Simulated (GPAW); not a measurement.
# C in GPAW: further runs

Aim: see how the results for C move with the level of theory and the settings. Levels: LDA, PBE. Tasks: single point.

Everything below comes from runs of GPAW 26.7.0. Logs are shortened: lines on timing, memory, paths and dates and some standing lists are left out, and cuts for length are marked. The log counts tension as positive stress, the text compression.

## Step 1: Starting point

The cell holds a slab with vacuum, 2 atoms: a = 2.456 Å, b = 2.456 Å, c = 8.524 Å, α = 90.00°, β = 90.00°, γ = 120.00°.

The slab is cut from a database's or a generator's crystal, which needn't be the stable form of the element.

## Step 2: Single point, LDA

run.py

```python
from ase import Atoms
from ase.dft.bandgap import bandgap
from ase.io import write
from ase.units import GPa
from gpaw import GPAW, PW

atoms = Atoms(['C', 'C'],
              cell=[[2.4561701622, 0.0, 0.0],
                    [-1.2280850811, 2.1271057565, 0.0],
                    [0.0, 0.0, 8.52380336]],
              scaled_positions=[[0.6666666667, 0.3333333333, 0.0],
                                [0.3333333333, 0.6666666667, 0.0]],
              pbc=True)

calc = GPAW(mode=PW(600),
            xc='LDA',
            kpts={'size': (10, 10, 3), 'gamma': True},
            occupations={'name': 'fermi-dirac', 'width': 0.05},
            nbands=11,
            maxiter=120,
            txt='gpaw.txt')
atoms.calc = calc
energy = atoms.get_potential_energy()
forces = atoms.get_forces()
stress = atoms.get_stress()
calc.write('gs.gpw')
write('result.traj', atoms)
print(f'Energy: {energy:.6f} eV')
print('Forces (eV/A):')
print(forces.round(4))
print('Stress (GPa):', (stress / GPa).round(3))
print('Fermi level:', round(calc.get_fermi_level(), 4), 'eV')
print(f'Gap: {bandgap(calc)[0]:.4f} eV, direct: {bandgap(calc, direct=True)[0]:.4f} eV')
```

Potentials or basis: the program's PAW data sets (release 1.2.1) made for this functional, pw.

Launch:

```bash
> OMP_NUM_THREADS=1 python run.py
```

gpaw.txt:

```text
__  _  _
 | _ |_)|_||  |
 |__||  | ||/\| - 26.7.0

Input parameters:
  mode=PW(ecut=600.0),
  kpts=MonkhorstPack(size=(10, 10, 3), gamma=True),
  maxiter=120,
  nbands=11,
  occupations=Occupations(name='fermi-dirac', width=0.05),
  xc=XC(name='LDA')

Diagonalizing LCAO Hamiltonian
Converting LCAO to pw mode

        C C

Atoms  # Å, Bohr magnetons
|   | symbol |         x |        y |        z |    initial magnetic moments |
|---|--------|-----------|----------|----------|-----------------------------|
| 0 |      C |  1.228085 | 0.709035 | 0.000000 | ( 0.0000,  0.0000,  0.0000) |
| 1 |      C | -0.000000 | 1.418071 | 0.000000 | ( 0.0000,  0.0000,  0.0000) |

Unit cell  # Å
| periodic |         x |        y |        z |  lengths |     angles |
|----------|-----------|----------|----------|----------|------------|
|      yes |  2.456170 | 0.000000 | 0.000000 | 2.456170 |  90.000000 |
|      yes | -1.228085 | 2.127106 | 0.000000 | 2.456170 |  90.000000 |
|      yes |  0.000000 | 0.000000 | 8.523803 | 8.523803 | 120.000000 |

Number of symmetries: 24
Symmetry operations  # r_c * U_cc + t_c -> r_c
|    | kind |            matrix            |
|----|------|------------------------------|
|  0 |  σ   |  1, 1, 0,  0,-1, 0,  0, 0, 1 |
|  1 |  C2  |  1, 1, 0,  0,-1, 0,  0, 0,-1 |
|  2 |  C6  |  1, 1, 0, -1, 0, 0,  0, 0, 1 |
|  3 |  S6  |  1, 1, 0, -1, 0, 0,  0, 0,-1 |
|  4 |  E   |  1, 0, 0,  0, 1, 0,  0, 0, 1 |
|  5 |  σ   |  1, 0, 0,  0, 1, 0,  0, 0,-1 |
|  6 |  σ   |  1, 0, 0, -1,-1, 0,  0, 0, 1 |
|  7 |  C2  |  1, 0, 0, -1,-1, 0,  0, 0,-1 |
|  8 |  σ   |  0, 1, 0,  1, 0, 0,  0, 0, 1 |
|  9 |  C2  |  0, 1, 0,  1, 0, 0,  0, 0,-1 |
| 10 |  C3  |  0, 1, 0, -1,-1, 0,  0, 0, 1 |
| 11 |  S3  |  0, 1, 0, -1,-1, 0,  0, 0,-1 |
| 12 |  C6  |  0,-1, 0,  1, 1, 0,  0, 0, 1 |
| 13 |  S6  |  0,-1, 0,  1, 1, 0,  0, 0,-1 |
| 14 |  σ   |  0,-1, 0, -1, 0, 0,  0, 0, 1 |
| 15 |  C2  |  0,-1, 0, -1, 0, 0,  0, 0,-1 |
| 16 |  σ   | -1, 0, 0,  1, 1, 0,  0, 0, 1 |
| 17 |  C2  | -1, 0, 0,  1, 1, 0,  0, 0,-1 |
| 18 |  C2  | -1, 0, 0,  0,-1, 0,  0, 0, 1 |
| 19 |  i   | -1, 0, 0,  0,-1, 0,  0, 0,-1 |
| 20 |  C3  | -1,-1, 0,  1, 0, 0,  0, 0, 1 |
| 21 |  S3  | -1,-1, 0,  1, 0, 0,  0, 0,-1 |
| 22 |  σ   | -1,-1, 0,  0, 1, 0,  0, 0, 1 |
| 23 |  C2  | -1,-1, 0,  0, 1, 0,  0, 0,-1 |

BZ-sampling:
  Number of BZ points: 300
  Number of IBZ points: 28

  Monkhorst-Pack size: [10, 10, 3]
  Monkhorst-Pack shift: [0.05, 0.05, 0.0]

K-points  # in reciprocal-cell coordinates
|     |                                coordinates |     weight |
|-----|--------------------------------------------|------------|
|   0 | (  0.00000000,   0.00000000,   0.00000000) | 0.00333333 |
|   1 | (  0.00000000,   0.00000000,   0.33333333) | 0.00666667 |
|   2 | (  0.10000000,   0.00000000,   0.00000000) | 0.02000000 |
|   3 | (  0.10000000,   0.00000000,   0.33333333) | 0.04000000 |
|   4 | (  0.20000000,  -0.10000000,   0.00000000) | 0.02000000 |
|   5 | (  0.20000000,  -0.10000000,   0.33333333) | 0.04000000 |
|   6 | (  0.20000000,   0.00000000,   0.00000000) | 0.02000000 |
|   7 | (  0.20000000,   0.00000000,   0.33333333) | 0.04000000 |
|   8 | (  0.30000000,  -0.10000000,   0.00000000) | 0.04000000 |
|   9 | (  0.30000000,  -0.10000000,   0.33333333) | 0.08000000 |
| ... |                                            |            |
|  27 | (  0.50000000,   0.50000000,   0.33333333) | 0.02000000 |

Plane wave coefficients: 1515
Cutoff: 600.0 eV

Spin-components: 1 (collinear spins)
Bands:           11
Projectors:      10
Spin-degeneracy: 2
Datatype:        complex128

Parallelization:
  kpt:    1
  domain: 1
  band:   1

Density:
  Valence electrons: 8.0
  Components: 1
  Grid points: [14 14 49]
  Charge: 0.0  # |e|

Potential:
  Grid points: [14 14 49]

species:
  C:
    name:    Carbon
    Z:       6.0
    valence: 4
    core:    2
    charge:  0.0  # [|e|]
    compensation charges:
      type: gauss
      rc: 0.20  # [Å]
      lmax: 2
    cutoffs:
      filter: 1.14  # [Å]
      core: 1.14  # [Å]
    projectors
    | kind |    occ | energy [eV] | rcut [Å] |
    |------|--------|-------------|----------|
    |   2s |  2.000 |     -13.639 |    0.635 |
    |   2p |  2.000 |      -5.414 |    0.635 |
    |    s |        |      13.573 |    0.635 |
    |    p |        |      21.797 |    0.635 |
    |    d |        |       0.000 |    0.635 |

    Using partial waves for C as LCAO basis

Reference energy: -2037.605076  # eV

eigensolver:
  PPCG
  Converge bands: occupied
  niter=2

density mixing:
  MSR1-Mixer
  Pratt-step length: 0.05
  Maximum mixing coefficient: 0.75
  Old densities: 10
  SVD Regularization: 0.005
  Good broyden scale: 1.0
  Trust region scale: 1.0
  Backstep threshold: 4.0
  History deletion threshold: 6.0
  Fourier metric: weight=20.0, sigma=0.015

occupation numbers:
  Fermi-Dirac:
    width: 0.0500  # eV

poisson solver:
  ecut: 4800.0  # eV

xc functional:
  name: None

convergence criteria:
- Maximum [total energy] change in last 3 cyles: 0.0005 eV / valence electron
- Maximum integral of absolute [dens]ity change: 0.0001 electrons / valence electron
- Maximum integral of absolute [eigenst]ate change: 4e-08 eV^2 / valence electron
maximum number of iterations: 120

SCF iterations
|iter     | |      energy | eigst |  dens |
|---------|-|-------------|-------|-------|
|iter:   1| |  -21.396223 | +0.67 |       |
|iter:   2| |  -21.260013 | -0.90 | -0.74 |
|iter:   3| |  -20.200810 | -0.87 | -0.76 |
|iter:   4| |  -20.200348 | -2.42 | -1.58 |
|iter:   5| |  -20.202028c| -3.44 | -1.93 |
|iter:   6| |  -20.202030c| -4.83 | -3.12 |
|iter:   7| |  -20.202031c| -5.84 | -3.66 |
|iter:   8| |  -20.202031c| -7.11 | -4.59c|
|iter:   9| |  -20.202031c| -7.86c| -5.50c|

Converged in 9 steps
Energy contributions relative to reference atoms: (reference = -2037.605076)

Energy contributions:
  Kinetic:          19.117222
  Coulomb:         -19.368191
  Zero:              0.034914
  External:          0.000000
  Xc:              -19.985976
  Entropy:          -0.000000
  Spinorbit:         0.000000
  ----------------------------
  Free energy:     -20.202031
  Extrapolated:    -20.202031

dipole moment: (0.000001, 0.000001, -33.668284)  # |e|*Ang

Fermi level: -0.350
Eigenvalues  # (at kpt = [0.000, 0.000, 0.000])
| band index |      eig [eV] | occ [0-2] |
|------------|---------------|-----------|
|          0 |       -19.766 |     2.000 |
|          1 |        -8.086 |     2.000 |
|          2 |        -3.401 |     2.000 |
|          3 |        -3.401 |     2.000 |
|          4 |         2.782 |     0.000 |
|          5 |         5.122 |     0.000 |
|          6 |         6.755 |     0.000 |
|          7 |         7.975 |     0.000 |
|          8 |         7.975 |     0.000 |
|          9 |        11.102 |     0.000 |
|         10 |        12.682 |     0.000 |

Gap: 2.053 eV
Transition (v -> c):
  (s=0, k=18, n=3, [0.40, 0.30, 0.00]) -> (s=0, k=19, n=4, [0.40, 0.30, 0.33])
Direct/indirect transitions are different
Direct gap: 2.054 eV
Transition at: (s=0, k=18, n=3, [0.40, 0.30, 0.00])

Forces  # eV/Ang
|        x |        y |       z |
|----------|----------|---------|
| -0.00000 |  0.00000 | 0.00000 |  # C    0
|  0.00000 | -0.00000 | 0.00000 |  # C    1

Stress tensor  # eV/Ang^3
|        x |        y |        z |
|----------|----------|----------|
| 0.013210 | 0.000000 | 0.000000 |
| 0.000000 | 0.013210 | 0.000000 |
| 0.000000 | 0.000000 | 0.000260 |

# Writing to gs.gpw (mode='')
```

Run time: 7.8 s. Hardware: 1 thread of Arm Neoverse V1, shared host; peak memory 0.14 GiB.

Results:

| Quantity | Value |
| --- | --- |
| Free energy | -20.2020 eV |
| Band gap on the k mesh | 2.05 eV, direct |

Caveat: the cutoff is short for stress and forces, so pressures can be off by a GPa or more; these data sets are soft for forces on short bonds.

## Step 3: Single point, PBE

run.py

```python
from ase.dft.bandgap import bandgap
from ase.io import read, write
from ase.units import GPa
from gpaw import GPAW, PW

atoms = read('C.cif')

calc = GPAW(mode=PW(600),
            xc='PBE',
            kpts={'size': (10, 10, 3), 'gamma': True},
            occupations={'name': 'fermi-dirac', 'width': 0.05},
            nbands=11,
            maxiter=120,
            txt='gpaw.txt')
atoms.calc = calc
energy = atoms.get_potential_energy()
forces = atoms.get_forces()
stress = atoms.get_stress()
calc.write('gs.gpw')
write('result.traj', atoms)
print(f'Energy: {energy:.6f} eV')
print('Forces (eV/A):')
print(forces.round(4))
print('Stress (GPa):', (stress / GPa).round(3))
print('Fermi level:', round(calc.get_fermi_level(), 4), 'eV')
print(f'Gap: {bandgap(calc)[0]:.4f} eV, direct: {bandgap(calc, direct=True)[0]:.4f} eV')
```

C.cif

```cif
data_C
_cell_length_a 2.45617016
_cell_length_b 2.45617016
_cell_length_c 8.52380336
_cell_angle_alpha 90.00000000
_cell_angle_beta 90.00000000
_cell_angle_gamma 120.00000000
_space_group_name_H-M_alt 'P6/mmm'
_space_group_name_Hall '-P 6 2'
_space_group_IT_number 191
loop_
_space_group_symop_operation_xyz
'x,y,z'
'-x,-y,-z'
'x-y,x,z'
'-x+y,-x,-z'
'-y,x-y,z'
'y,-x+y,-z'
'-x,-y,z'
'x,y,-z'
'-x+y,-x,z'
'x-y,x,-z'
'y,-x+y,z'
'-y,x-y,-z'
'-y,-x,-z'
'y,x,z'
'-x,-x+y,-z'
'x,x-y,z'
'-x+y,y,-z'
'x-y,-y,z'
'y,x,-z'
'-y,-x,z'
'x,x-y,-z'
'-x,-x+y,z'
'x-y,-y,-z'
'-x+y,y,z'
loop_
_atom_site_label
_atom_site_type_symbol
_atom_site_symmetry_multiplicity
_atom_site_Wyckoff_symbol
_atom_site_fract_x
_atom_site_fract_y
_atom_site_fract_z
_atom_site_occupancy
C1 C 2 c 0.6666666667 0.3333333333 0.0000000000 1
```

Potentials or basis: GPAW PAW data sets (gpaw-data 1.2.1), pw.

Launch:

```bash
> OMP_NUM_THREADS=1 python run.py
```

Wall time 8.8 s (1 thread of Arm Neoverse V1, shared host); peak memory 0.14 GiB.

Results (log left out):

| Property | Result |
| --- | --- |
| Free energy | -18.4452 eV |
| Band gap on the k mesh | 2.06 eV, direct |

Stress tensor (GPa, compression positive):
```
 2.31  0.00  0.00
 0.00  2.31  0.00
 0.00  0.00 -0.04
```

Levels at points of the mesh, in eV from the valence-band top:
```
           k point  band 2  band 3  band 4  band 5  band 6  band 7
(0.00, 0.00, 0.00)   -6.66   -2.01   -2.01    4.00    6.32    8.02
(0.50, 0.50, 0.00)  -12.29   -5.43   -1.35    2.72    8.52   11.97
```

Caveat: the cutoff is short for stress and forces, so pressures can be off by a GPa or more; these data sets are soft for forces on short bonds. PBE gaps usually lie below the measured ones, often by a third to a half.
